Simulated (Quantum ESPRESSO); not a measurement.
# PbS (Galena) (Fm-3m) in Quantum ESPRESSO: a series of runs, part 2 of 2

Quantum ESPRESSO 7.5. The steps go on from the part before.

## (3) Phonons, PBE, target pressure 5 GPa, at which the enthalpy is minimised

The input, pw.in:

```
&CONTROL
  calculation = 'scf'
  prefix = 'pwscf'
  outdir = './tmp'
  pseudo_dir = './pseudo'
  tprnfor = .true.
  tstress = .true.
  disk_io = 'low'
/
&SYSTEM
  ibrav = 0
  nat = 2
  ntyp = 2
  ecutwfc = 56
  nbnd = 16
  occupations = 'smearing'
  smearing = 'fd'
  degauss = 0.00367493
/
&ELECTRONS
  conv_thr = 4d-10
  electron_maxstep = 120
  mixing_beta = 0.5
/
ATOMIC_SPECIES
Pb   207.2000 Pb.upf
S     32.0600 S.upf
CELL_PARAMETERS angstrom
   0.0000000000    2.9657500000    2.9657500000
   2.9657500000    0.0000000000    2.9657500000
   2.9657500000    2.9657500000    0.0000000000
ATOMIC_POSITIONS crystal
Pb     0.0000000000    0.0000000000    0.0000000000
S      0.5000000000    0.5000000000    0.5000000000
K_POINTS automatic
4 4 4 1 1 1
```

The input, relax.in:

```
&CONTROL
  calculation = 'vc-relax'
  prefix = 'pwscf'
  outdir = './tmp'
  pseudo_dir = './pseudo'
  tprnfor = .true.
  tstress = .true.
  disk_io = 'low'
  nstep = 40
  forc_conv_thr = 0.0001
  etot_conv_thr = 1d-06
/
&SYSTEM
  ibrav = 0
  nat = 2
  ntyp = 2
  ecutwfc = 56
  nbnd = 16
  occupations = 'smearing'
  smearing = 'fd'
  degauss = 0.00367493
/
&ELECTRONS
  conv_thr = 4d-10
  electron_maxstep = 120
  mixing_beta = 0.5
/
&IONS
  ion_dynamics = 'bfgs'
/
&CELL
  cell_dynamics = 'bfgs'
  press = 50
  press_conv_thr = 0.2
/
ATOMIC_SPECIES
Pb   207.2000 Pb.upf
S     32.0600 S.upf
CELL_PARAMETERS angstrom
   0.0000000000    2.9657500000    2.9657500000
   2.9657500000    0.0000000000    2.9657500000
   2.9657500000    2.9657500000    0.0000000000
ATOMIC_POSITIONS crystal
Pb     0.0000000000    0.0000000000    0.0000000000
S      0.5000000000    0.5000000000    0.5000000000
K_POINTS automatic
4 4 4 1 1 1
```

The input, gamma.in:

```
&CONTROL
  calculation = 'bands'
  prefix = 'pwscf'
  outdir = './tmp'
  pseudo_dir = './pseudo'
  disk_io = 'low'
  verbosity = 'high'
/
&SYSTEM
  ibrav = 0
  nat = 2
  ntyp = 2
  ecutwfc = 56
  nbnd = 16
  occupations = 'smearing'
  smearing = 'fd'
  degauss = 0.00367493
/
&ELECTRONS
  conv_thr = 1d-08
  electron_maxstep = 120
  mixing_beta = 0.5
  diago_full_acc = .true.
  startingwfc = 'random'
/
ATOMIC_SPECIES
Pb   207.2000 Pb.upf
S     32.0600 S.upf
CELL_PARAMETERS angstrom
   0.0000000000    2.9237667157    2.9237667157
   2.9237667157    0.0000000000    2.9237667157
   2.9237667157    2.9237667157    0.0000000000
ATOMIC_POSITIONS crystal
Pb     0.0000000000    0.0000000000    0.0000000000
S      0.5000000000    0.5000000000    0.5000000000
K_POINTS crystal
1
0.0 0.0 0.0 1
```

The input, scf2.in:

```
&CONTROL
  calculation = 'scf'
  prefix = 'pwscf'
  outdir = './tmp'
  pseudo_dir = './pseudo'
  tprnfor = .true.
  tstress = .true.
  disk_io = 'low'
/
&SYSTEM
  ibrav = 0
  nat = 2
  ntyp = 2
  ecutwfc = 56
  nbnd = 16
  occupations = 'fixed'
/
&ELECTRONS
  conv_thr = 1d-13
  electron_maxstep = 120
  mixing_beta = 0.5
  startingpot = 'file'
/
ATOMIC_SPECIES
Pb   207.2000 Pb.upf
S     32.0600 S.upf
CELL_PARAMETERS angstrom
   0.0000000000    2.9237667157    2.9237667157
   2.9237667157    0.0000000000    2.9237667157
   2.9237667157    2.9237667157    0.0000000000
ATOMIC_POSITIONS crystal
Pb     0.0000000000    0.0000000000    0.0000000000
S      0.5000000000    0.5000000000    0.5000000000
K_POINTS automatic
4 4 4 1 1 1
```

The input, ph.in:

```
phonons of PbS
&INPUTPH
  prefix = 'pwscf'
  outdir = './tmp'
  tr2_ph = 1d-18
  fildyn = 'dyn'
  niter_ph = 90
  alpha_mix(1) = 0.7
  epsil = .true.
/
0.0000000000 0.0000000000 0.0000000000
```

The input, dynmat.in:

```
&INPUT
  fildyn = 'dyn'
  asr = 'crystal'
  lperm = .true.
  filout = 'dynmat.disp'
  fileig = 'dynmat.eig'
/
```

The input, dynmat_lo.in:

```
&INPUT
  fildyn = 'dyn'
  asr = 'crystal'
  filout = 'dynmat_lo.disp'
  fileig = 'dynmat_lo.eig'
  q(1) = 0
  q(2) = 0
  q(3) = 1
/
```

Potentials or basis: PseudoDojo 0.4.1 SR PBE standard.

The run is started by

```
> OMP_NUM_THREADS=1 pw.x -in pw.in > pw.out
> OMP_NUM_THREADS=1 pw.x -in relax.in > relax.out
> OMP_NUM_THREADS=1 pw.x -in gamma.in > gamma.out
> OMP_NUM_THREADS=1 pw.x -in scf2.in > scf2.out
> OMP_NUM_THREADS=1 ph.x -in ph.in > ph.out
> OMP_NUM_THREADS=1 dynmat.x -in dynmat.in > dynmat.out
> OMP_NUM_THREADS=1 dynmat.x -in dynmat_lo.in > dynmat_lo.out
```

pw.out:

```text
This program is part of the open-source Quantum ESPRESSO suite
     for quantum simulation of materials; please cite
[... 9 lines left out ...]
     --------------------
     sticks:   dense  smooth     PW     G-vecs:    dense   smooth      PW
     Sum         955     955    295                19891    19891    3287

     Using Slab Decomposition

     bravais-lattice index     =            0
     lattice parameter (alat)  =       7.9259  a.u.
     unit-cell volume          =     352.0710 (a.u.)^3
     number of atoms/cell      =            2
     number of atomic types    =            2
     number of electrons       =        20.00
     number of Kohn-Sham states=           16
     kinetic-energy cutoff     =      56.0000  Ry
     charge density cutoff     =     224.0000  Ry
     scf convergence threshold =      4.0E-10
     mixing beta               =       0.5000
     number of iterations used =            8  plain     mixing
     Exchange-correlation= PBE
                           (   1   4   3   4   0   0   0)

     celldm(1)=   7.925897  celldm(2)=   0.000000  celldm(3)=   0.000000
     celldm(4)=   0.000000  celldm(5)=   0.000000  celldm(6)=   0.000000

[... 8 lines left out ...]
               b(3) = (  0.707107  0.707107 -0.707107 )

     PseudoPot. # 1 for Pb read from file:
     Pb.upf
     Pseudo is Norm-conserving + core correction, Zval = 14.0
     Generated using ONCVPSP code by D. R. Hamann
     Using radial grid of 1678 points,  6 beta functions with:
                l(1) =   0
[... 122 lines left out ...]
     Davidson diagonalization with overlap
     ethr =  3.47E-12,  avg # of iterations =  2.8

     End of self-consistent calculation

          k = 0.0884 0.0884 0.0884 (  2508 PWs)   bands (ev):

    -8.1019  -8.0995  -8.0995  -8.0855  -8.0855  -4.7591   2.2129   6.5820
     6.5820   6.8781  12.6949  13.1299  13.1299  15.3997  15.7890  15.7890

          k = 0.2652 0.2652-0.0884 (  2492 PWs)   bands (ev):

    -8.1120  -8.1058  -8.0981  -8.0772  -8.0663  -4.1250   0.8709   5.8359
     6.9854   8.1081  10.1220  11.1592  12.6110  16.1183  16.5175  18.3072

          k =-0.2652-0.2652 0.4419 (  2490 PWs)   bands (ev):
[... 16 lines left out ...]
    -8.1908  -8.1004  -8.0835  -8.0678  -8.0461  -3.2615   0.6598   4.3097
     4.9661   7.1772  11.2809  12.9826  13.4656  15.6903  17.9817  20.3055

          k = 0.0884-0.2652 0.4419 (  2480 PWs)   bands (ev):

    -8.1489  -8.1004  -8.0945  -8.0684  -8.0569  -3.6417   0.4970   5.2712
     6.0533   7.5335  10.5422  11.9052  12.8152  15.7724  18.4654  19.0032

          k =-0.6187 0.0884 0.0884 (  2482 PWs)   bands (ev):

    -8.2208  -8.1211  -8.0660  -8.0486  -8.0450  -3.2930   1.1515   3.9457
     5.4415   5.6075  12.6127  13.7423  13.7953  14.3446  20.1621  20.2252

          k = 0.2652 0.2652 0.2652 (  2488 PWs)   bands (ev):
[... 6 lines left out ...]
    -8.1600  -8.0955  -8.0878  -8.0724  -8.0570  -3.4009   0.3134   4.6755
     6.3316   7.1189  10.8753  11.7041  13.1416  16.5406  18.0877  18.2206

     the Fermi energy is     9.0078 ev

!    total energy              =    -162.91919702 Ry
     estimated scf accuracy    <          1.1E-11 Ry
     smearing contrib. (-TS)   =      -0.00000000 Ry
     internal energy E=F+TS    =    -162.91919702 Ry

     The total energy is F=E-TS. E is the sum of the following terms:
     one-electron contribution =     -35.82408600 Ry
     hartree contribution      =      30.47606901 Ry
     xc contribution           =     -46.34153594 Ry
     ewald contribution        =    -111.22964409 Ry

     convergence has been achieved in  10 iterations

     Forces acting on atoms (cartesian axes, Ry/au):

     atom    1 type  1   force =     0.00000000    0.00000000   -0.00000000
     atom    2 type  2   force =     0.00000000    0.00000000   -0.00000000

     Total force =     0.000000     Total SCF correction =     0.000000

     Computing stress (Cartesian axis) and pressure

          total   stress  (Ry/bohr**3)                   (kbar)     P=       21.00
   0.00014274   0.00000000   0.00000000           21.00        0.00        0.00
   0.00000000   0.00014274   0.00000000            0.00       21.00        0.00
   0.00000000   0.00000000   0.00014274            0.00        0.00       21.00

=------------------------------------------------------------------------------=
   JOB DONE.
=------------------------------------------------------------------------------=
```

relax.out:

```text
This program is part of the open-source Quantum ESPRESSO suite
     for quantum simulation of materials; please cite
[... 9 lines left out ...]
     --------------------
     sticks:   dense  smooth     PW     G-vecs:    dense   smooth      PW
     Sum         955     955    295                19891    19891    3287
[... 1178 lines left out ...]
   0.00034009  -0.00000000   0.00000000           50.03       -0.00        0.00
  -0.00000000   0.00034009   0.00000000           -0.00       50.03        0.00
   0.00000000   0.00000000   0.00034009            0.00        0.00       50.03

=------------------------------------------------------------------------------=
   JOB DONE.
=------------------------------------------------------------------------------=
```

gamma.out:

```text
This program is part of the open-source Quantum ESPRESSO suite
     for quantum simulation of materials; please cite
         "P. Giannozzi et al., J. Phys.:Condens. Matter 21 395502 (2009);
         "P. Giannozzi et al., J. Phys.:Condens. Matter 29 465901 (2017);
         "P. Giannozzi et al., J. Chem. Phys. 152 154105 (2020);
     in publications or presentations arising from this work. More details at
[... 586 lines left out ...]

    -7.4835  -7.4835  -7.4835  -7.4666  -7.4666  -4.5885   3.4469   7.0259
     7.0259   7.0259  14.7463  14.7463  14.7463  16.0019  16.0019  16.0019

=------------------------------------------------------------------------------=
   JOB DONE.
=------------------------------------------------------------------------------=
```

It took 2.7 min on 1 thread of Arm Neoverse V2, shared host; peak memory 0.07 GiB.

What came out:

```
Free energy                                             : -2216.5808 eV
Relaxed volume                                          : 24.99 Å³/atom
Relaxed cell                                            : a = 4.135 Å, b = 4.135 Å, c = 4.135 Å, α = 60.00°, β = 60.00°, γ = 60.00°
Space group after relaxing (to 0.05 Å)                  : Fm-3m (No. 225)
Pressure after relaxing                                 : 5.0 GPa
Electronic dielectric tensor (diagonal)                 : 12.81
Born charges (mean of the diagonal)                     : Pb +4.53; S -4.07 e
Highest phonon frequency at Γ, LO-TO splitting left out : 111 cm⁻¹
Static dielectric tensor (diagonal)                     : 65.82
```

Step by step:
```csv
step,energy change (eV),largest force (eV/Å),pressure (GPa),volume (Å³)
1,0.0000,0.0000,2.10,52.17
2,0.0123,0.0000,3.05,51.40
3,0.0393,0.0000,4.59,50.27
4,0.0481,0.0000,5.02,49.98
5,0.0477,0.0000,5.00,49.99
```

Final structure:
```cif
data_structure
_symmetry_space_group_name_H-M 'P 1'
_symmetry_Int_Tables_number 1
_cell_length_a 4.1348
_cell_length_b 4.1348
_cell_length_c 4.1348
_cell_angle_alpha 60.000
_cell_angle_beta 60.000
_cell_angle_gamma 60.000
_cell_volume 49.99
loop_
_atom_site_label
_atom_site_type_symbol
_atom_site_fract_x
_atom_site_fract_y
_atom_site_fract_z
_atom_site_occupancy
Pb1 Pb 0.00000 0.00000 0.00000 1
S1 S 0.50000 0.50000 0.50000 1
```

Levels at points of the mesh, in eV from the valence-band top:
```tsv
k point	band 7	band 8	band 9	band 10	band 11	band 12	band 13	band 14
(0.12, 0.12, 0.12)	-5.95	-1.79	-1.79	-1.43	4.57	5.01	5.01	7.17
```

Phonon frequencies in cm⁻¹ (negative: imaginary):
```
              q point           frequencies
(0.000, 0.000, 0.000)  -2 -2 -2 111 111 111
```

Electronic dielectric tensor:
```
12.81  0.00  0.00
 0.00 12.81  0.00
 0.00  0.00 12.81
```

Born effective charge tensors (e):
atom 1, Pb
```
4.53 0.00 0.00
0.00 4.53 0.00
0.00 0.00 4.53
```
atom 2, S
```
-4.07  0.00  0.00
 0.00 -4.07  0.00
 0.00  0.00 -4.07
```

Optical modes at Γ, degenerate ones joined, polar ones without the macroscopic field:
| cm⁻¹ | components | symmetry | active in | IR intensity, summed ((D/Å)²/amu) |
| --- | --- | --- | --- | --- |
| 111 | 3 | T1u | IR | 46.14 |

Zone-centre frequencies without and with the macroscopic field along z (cm⁻¹):
```csv
,optical modes in rising order
without,111 111 111
with the field,111 111 252
```

Static dielectric tensor, electrons and zone-centre modes:
```
65.82  0.00  0.00
 0.00 65.82  0.00
 0.00  0.00 65.82
```

Caveat: the mesh is thin for the dielectric tensor, Born charges and intensities, which usually come out too large; the cell is more than 3 GPa from zero pressure, which shifts response properties; the Born charges break their sum rule by 0.46 e, a sign of too thin a mesh. The run has no spin-orbit coupling, so splittings on Pb are missing.
